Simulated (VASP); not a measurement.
# Mg (P6/mmm) in VASP: further runs

The runs below take Mg through single point, with r2SCAN.

Everything below comes from runs of VASP 6.6.1. Logs are shortened: lines on timing, memory, paths and dates and some standing lists are left out, and cuts for length are marked.

## Step 1: The structure

Symmetry: P6/mmm, No. 191, hexagonal system. The conventional cell has a = 3.050 Å, b = 3.050 Å, c = 3.045 Å, α = 90.00°, β = 90.00°, γ = 120.00°. Mg (site symmetry 6/mmm) has 8 Mg at 3.04 to 3.05 Å as nearest neighbours.

This isn't the form of Mg at room conditions, which is hcp.

## Step 2: Single point, r2SCAN

The input, INCAR:

```
ADDGRID = False
ALGO = Normal
EDIFF = 1E-6
ENCUT = 200
ISIF = 2
ISMEAR = 1
LASPH = True
LCHARG = False
LMIXTAU = True
LREAL = False
LWAVE = False
METAGGA = R2SCAN
NELM = 100
PREC = Accurate
SIGMA = 0.2
```

The input, KPOINTS:

```
k-points
0
Gamma
  7 7 6
```

The input, POSCAR:

```
Mg
1.0
    3.1430880000     -0.0084060000     -0.0278050000
   -1.5788240000      2.6046760000      0.0276970000
   -0.0277550000      0.0158990000      3.0020770000
Mg
1
Direct
   -0.0144770000      0.0117080000      0.0082640000
```

Potentials or basis: VASP PAW PBE potentials, release 64 (Mg).

Run with:

```sh
cat potpaw_PBE.64/Mg/POTCAR > POTCAR
mpirun -np 1 vasp_std > vasp.out
```

OUTCAR:

```text
EDIFF = 1E-6
   ENCUT = 200
   ISIF = 2
   ISMEAR = 1
   LASPH = True
   LREAL = False
   METAGGA = R2SCAN
   NELM = 100
   PREC = Accurate

 Found    148 irreducible k-points:

 Following reciprocal coordinates:
            Coordinates               Weight
  0.000000  0.000000  0.000000      1.000000
  0.142857  0.000000 -0.000000      2.000000
  0.285714  0.000000 -0.000000      2.000000
  0.428571  0.000000 -0.000000      2.000000
  0.000000  0.142857 -0.000000      2.000000
  0.142857  0.142857 -0.000000      2.000000
   k-points           NKPTS =    148   k-points in BZ     NKDIM =    148   number of bands    NBANDS=      5
   number of dos      NEDOS =    301   number of ions     NIONS =      1
   total plane-waves  NPLWV =   2744
   dimension x,y,z NGX =    14 NGY =   14 NGZ =   14
   dimension x,y,z NGXF=    28 NGYF=   28 NGZF=   28
   ions per type =               1
   NGX,Y,Z   is equivalent  to a cutoff of   7.40,  7.64,  7.75 a.u.
   NGXF,Y,Z  is equivalent  to a cutoff of  14.81, 15.28, 15.50 a.u.
 SYSTEM =  unknown system
   PREC   = accura    normal or accurate (medium, high low for compatibility)
   ISTART =      0    job   : 0-new  1-cont  2-samecut
   ICHARG =      2    charge: 1-file 2-atom 10-const
   ISPIN  =      1    spin polarized calculation?
   LNONCOLLINEAR =      F non collinear calculations
   LSORBIT =      F    spin-orbit coupling
   LASPH  =      T    aspherical Exc in radial PAW
   ENCUT  =  200.0 eV  14.70 Ry    3.83 a.u.   3.62  3.51  3.46*2*pi/ulx,y,z
   NELM   =    100;   NELMIN=  2; NELMDL= -5     # of ELM steps
   EDIFF  = 0.1E-05   stopping-criterion for ELM
   LREAL  =      F    real-space projection
   EDIFFG = 0.1E-04   stopping-criterion for IOM
   NSW    =      0    number of steps for IOM
   IBRION =     -1    ionic relax: 0-MD 1-quasi-New 2-CG
   NFREE  =      0    steps in history (QN), initial steepest desc. (CG)
   ISIF   =      2    stress and relaxation
   ISYM   =      2    0-nonsym 1-usesym 2-fastsym
   POTIM  = 0.5000    time-step for ionic-motion
   TEBEG  =    0.0;   TEEND  =   0.0 temperature during run
   PSTRESS=    0.0 pullay stress
   NELECT =       2.0000    total number of electrons
   NUPDOWN=      -1.0000    fix difference up-down
   EMIN   =  10.00;   EMAX   =-10.00  energy-range for DOS
   EFERMI =   0.00;   METHOD = LEGACY
   ISMEAR =     1;   SIGMA  =   0.20  broadening in eV -4-tet -1-fermi 0-gaus
   EFERMI_NEDOS =   21; number of points for ismear=-14 and -15
   IALGO  =     38    algorithm
   IMIX   =      4    mixing-type and parameters
     AMIX     =   0.40;   BMIX     =  1.00
     AMIX_MAG =   1.60;   BMIX_MAG =  1.00
  volume/ion in A,a.u.               =      24.53       165.57
  Fermi-wavevector in a.u.,A,eV,Ry     =   0.709836  1.341396  6.855535  0.503868
  Thomas-Fermi vector in A             =   1.796524
   LORBIT       =      0    0 simple, 1 ext, 2 COOP (PROOUT), +10 PAW based schemes
   METAGGA = R2SCAN    functional components
   LHFCALC =     F    Hartree Fock is set to
   AEXX    =    0.0000 exact exchange contribution
   IVDW    =     0    specifies the selected vdW correction
   LEPSILON=     F    determine dielectric tensor
   LRPA    =     F    only Hartree local field effects (RPA)
 non-spin polarized calculation
 Methfessel and Paxton  Order N= 1 SIGMA  =   0.20
  energy-cutoff  :      200.00
  volume of cell :       24.53
 maximum number of plane-waves:       170
   NGX =  7   NGY =  7   NGZ =  7

 number of electron       2.0000000 magnetization

 Free energy of the ion-electron system (eV)
  ---------------------------------------------------
  ext. energy  EPLUGINS =         0.00000000
  ---------------------------------------------------
  free energy    TOTEN  =        -3.87231151 eV

  energy without entropy =       -3.87183334  energy(sigma->0) =       -3.87215212

 E-fermi :   2.4457     XC(G=0):  -8.8395

 val. band max:        2.4240261176   @ k =  -0.2857  -0.4286   0.3333
 cond. band min:       2.4464244451   @ k =   0.4286   0.1429   0.3333
 fundamental gap:      0.0223983275
 Fermi energy:         2.4456929416

 k-point     1 :       0.0000    0.0000    0.0000
  band No.  band energies     occupation
      1      -4.8358      2.00000
      2      11.1153      0.00000
      3      12.2609      0.00000
      4      14.9289      0.00000
      5      16.1510      0.00000

 k-point     2 :       0.1429    0.0000   -0.0000
  band No.  band energies     occupation
      1      -4.3786      2.00000
      2      10.2475      0.00000
      3      11.9070      0.00000
      4      12.6439      0.00000
      5      14.0008      0.00000

 k-point     3 :       0.2857    0.0000   -0.0000
  band No.  band energies     occupation
      1      -3.0193      2.00000
      2       6.1020     -0.00000
      3      11.5041      0.00000
      4      12.5715      0.00000
      5      13.7842      0.00000

 k-point     4 :       0.4286    0.0000   -0.0000
  band No.  band energies     occupation
      1      -0.8022      2.00000
      2       2.3124      1.89532
      3      11.2611      0.00000
      4      11.7818      0.00000
      5      15.6626      0.00000

 k-point     5 :       0.0000    0.1429   -0.0000
  band No.  band energies     occupation
      1      -4.3492      2.00000
      2      10.7580      0.00000
      3      12.2005      0.00000
      4      12.6683      0.00000
      5      13.0662      0.00000

 k-point     6 :       0.1429    0.1429   -0.0000
  band No.  band energies     occupation
      1      -3.4079      2.00000
      2       8.3734      0.00000
      3       9.2994      0.00000
      4      13.4550      0.00000
      5      13.6740      0.00000

 [... further k-points ...]
[... 5 lines left out ...]
  --------------------------------------------------------------------------------------
  -------------------------------------------------------------------------------------
  Total        0.0760900      0.3084931     -0.1795519     -0.0064547      0.0607129     -0.1932506
  in kB        4.9688777     20.1454142    -11.7252102     -0.4215121      3.9647135    -12.6197722
  external PRESSURE =       4.4630272 kB  Pullay stress =       0.0000000 kB

 VOLUME and BASIS-vectors are now :
 -----------------------------------------------------------------------------
  energy-cutoff  :      200.00
  volume of cell :       24.53
      direct lattice vectors                 reciprocal lattice vectors
     3.143088000 -0.008406000 -0.027805000     0.318692044  0.193154686  0.001923445
    -1.578824000  2.604676000  0.027697000     0.001010546  0.384559010 -0.002027282
    -0.027755000  0.015899000  3.002077000     0.002942377 -0.001758937  0.333139234

 POSITION                                       TOTAL-FORCE (eV/Angst)
 -----------------------------------------------------------------------------------
      3.07887      0.02234     -0.00227        -0.000000      0.000000     -0.000000
 -----------------------------------------------------------------------------------
    total drift:                               -0.000723      0.001265      0.006791

  FREE ENERGIE OF THE ION-ELECTRON SYSTEM (eV)
  ---------------------------------------------------
  free  energy   TOTEN  =        -3.8723115070 eV

  energy  without entropy=       -3.8718333403  energy(sigma->0) =       -3.87215212
```

Wall time 6.8 s (1 thread of Intel Xeon 6975P-C (Granite Rapids), shared host); peak memory 0.11 GiB.

These settings aren't checked as converged: the numbers below hold their error.

What came out:

```
Free energy            : -3.8723 eV
Band gap on the k mesh : none (metal or under the smearing width)
```

Caveat: the cutoff is under 1.25 times the usual one of these potentials, so pressure, stress and relaxed cells hold a basis-set (Pulay) error; the PAW data sets were made with another functional, which shifts forces and pressure a little.

## Step 3: Single point, r2SCAN

This run uses another cell than the first one, of the same volume but with other edges.

INCAR, as its differences from that of step 2:

```diff
@@ -3,3 +3,3 @@
 EDIFF = 1E-6
-ENCUT = 200
+ENCUT = 600
 ISIF = 2
```

The input, KPOINTS:

```
k-points
0
Gamma
  4 4 4
```

The input, POSCAR:

```
Mg
1.0
    3.0502998005      0.0000000000      0.0000000000
   -1.5251499003      2.6416371164      0.0000000000
    0.0000000000      0.0000000000      3.0448375700
Mg
1
Direct
    0.0000000000      0.0000000000      0.0000000000
```

Potentials or basis: VASP PAW PBE potentials, release 64 (Mg).

Run with:

```sh
cat potpaw_PBE.64/Mg/POTCAR > POTCAR
mpirun -np 1 vasp_std > vasp.out
```

OUTCAR:

```text
EDIFF = 1E-6
   ENCUT = 600
   ISIF = 2
   ISMEAR = 1
   LASPH = True
   LREAL = False
   METAGGA = R2SCAN
   NELM = 100
   PREC = Accurate

 Found     12 irreducible k-points:

 Following reciprocal coordinates:
            Coordinates               Weight
  0.000000  0.000000  0.000000      1.000000
  0.250000  0.000000  0.000000      6.000000
  0.500000  0.000000  0.000000      3.000000
  0.250000  0.250000  0.000000      6.000000
  0.000000  0.000000  0.250000      2.000000
  0.250000  0.000000  0.250000     12.000000
   k-points           NKPTS =     12   k-points in BZ     NKDIM =     12   number of bands    NBANDS=      5
   number of dos      NEDOS =    301   number of ions     NIONS =      1
   total plane-waves  NPLWV =  13824
   dimension x,y,z NGX =    24 NGY =   24 NGZ =   24
   dimension x,y,z NGXF=    48 NGYF=   48 NGZF=   48
   ions per type =               1
   NGX,Y,Z   is equivalent  to a cutoff of  13.08, 13.08, 13.10 a.u.
   NGXF,Y,Z  is equivalent  to a cutoff of  26.16, 26.16, 26.21 a.u.
 SYSTEM =  unknown system
   PREC   = accura    normal or accurate (medium, high low for compatibility)
   ISTART =      0    job   : 0-new  1-cont  2-samecut
   ICHARG =      2    charge: 1-file 2-atom 10-const
   ISPIN  =      1    spin polarized calculation?
   LNONCOLLINEAR =      F non collinear calculations
   LSORBIT =      F    spin-orbit coupling
[... 48 lines left out ...]
  free energy    TOTEN  =        -3.98819297 eV

  energy without entropy =       -3.98582123  energy(sigma->0) =       -3.98740239

 E-fermi :   1.5599     XC(G=0):  -8.8292

 val. band max:        1.4741716242   @ k =   0.5000   0.0000   0.2500
 cond. band min:       2.2264207269   @ k =   0.5000   0.0000   0.2500
 fundamental gap:      0.7522491027
 Fermi energy:         1.5599201072

 k-point     1 :       0.0000    0.0000    0.0000
  band No.  band energies     occupation
      1      -4.8307      2.00000
      2      10.8175      0.00000
      3      11.7431      0.00000
      4      15.7002      0.00000
      5      15.7002      0.00000
[... 33 lines left out ...]
 k-point     6 :       0.2500    0.0000    0.2500
  band No.  band energies     occupation
      1      -2.3285      2.00000
      2       5.7708      0.00000
      3       8.7936      0.00000
      4      13.6368      0.00000
      5      14.0705      0.00000

 [... further k-points ...]
[... 5 lines left out ...]
  --------------------------------------------------------------------------------------
  -------------------------------------------------------------------------------------
  Total       -0.0537117     -0.0537117     -0.1334452      0.0000000     -0.0000000      0.0000000
  in kB       -3.5075167     -3.5075167     -8.7143213      0.0000000     -0.0000000      0.0000000
  external PRESSURE =      -5.2431182 kB  Pullay stress =       0.0000000 kB

 VOLUME and BASIS-vectors are now :
 -----------------------------------------------------------------------------
  energy-cutoff  :      600.00
  volume of cell :       24.53
      direct lattice vectors                 reciprocal lattice vectors
     3.050299800  0.000000000  0.000000000     0.327836628  0.189276565  0.000000000
    -1.525149900  2.641637116  0.000000000     0.000000000  0.378553130  0.000000000
     0.000000000  0.000000000  3.044837570     0.000000000  0.000000000  0.328424744

 POSITION                                       TOTAL-FORCE (eV/Angst)
 -----------------------------------------------------------------------------------
      0.00000      0.00000      0.00000         0.000000      0.000000      0.000000
 -----------------------------------------------------------------------------------
    total drift:                                0.000000      0.000000      0.000000

  FREE ENERGIE OF THE ION-ELECTRON SYSTEM (eV)
  ---------------------------------------------------
  free  energy   TOTEN  =        -3.9881929671 eV

  energy  without entropy=       -3.9858212319  energy(sigma->0) =       -3.98740239
```

OSZICAR:

```text
N       E                     dE             d eps       ncg     rms          rms(c)
DAV:   1    -0.187170219229E+01   -0.18717E+01   -0.12315E+03   125   0.377E+02
DAV:   2    -0.403652273407E+01   -0.21648E+01   -0.19621E+01   150   0.255E+01
DAV:   3    -0.404615806785E+01   -0.96353E-02   -0.96354E-02   170   0.232E+00
DAV:   4    -0.404618429700E+01   -0.26229E-04   -0.26229E-04   175   0.917E-02
DAV:   5    -0.404618430836E+01   -0.11361E-07   -0.11525E-07   185   0.226E-03    0.672E-01
DAV:   6    -0.397300045122E+01    0.73184E-01   -0.37144E-02   120   0.134E+00    0.482E-01
DAV:   7    -0.408707052359E+01   -0.11407E+00   -0.16403E-02   120   0.106E+00    0.145E-01
DAV:   8    -0.398784691410E+01    0.99224E-01   -0.40278E-02   120   0.111E+00    0.601E-02
DAV:   9    -0.398697223126E+01    0.87468E-03   -0.57944E-04   175   0.201E-01    0.599E-02
DAV:  10    -0.398970994772E+01   -0.27377E-02   -0.84947E-04   120   0.182E-01    0.377E-02
DAV:  11    -0.398857200492E+01    0.11379E-02   -0.50681E-04   125   0.150E-01    0.240E-02
DAV:  12    -0.398830425622E+01    0.26775E-03   -0.25339E-04   120   0.103E-01    0.170E-02
DAV:  13    -0.398825371295E+01    0.50543E-04   -0.11358E-05   130   0.310E-02    0.167E-02
DAV:  14    -0.398822136945E+01    0.32343E-04   -0.40780E-06   125   0.116E-02    0.115E-02
DAV:  15    -0.398819323618E+01    0.28133E-04   -0.50105E-06   120   0.183E-02    0.484E-03
DAV:  16    -0.398819296712E+01    0.26905E-06   -0.35300E-07    80   0.429E-03
   1 F= -.39881930E+01 E0= -.39874024E+01  d E =-.237174E-02
```

It took 5.1 s on 1 thread of Intel Xeon 6975P-C (Granite Rapids), shared host; peak memory 0.13 GiB.

These settings aren't checked as converged: the numbers below hold their error.

Results:

- Free energy: -3.9882 eV
- Pressure: -0.5 GPa
- Band gap on the k mesh: none (metal or under the smearing width)

Caveat: the k mesh is coarse (spacing up to 0.59 Å⁻¹), so the values aren't converged; the PAW data sets were made with another functional, which shifts forces and pressure a little.
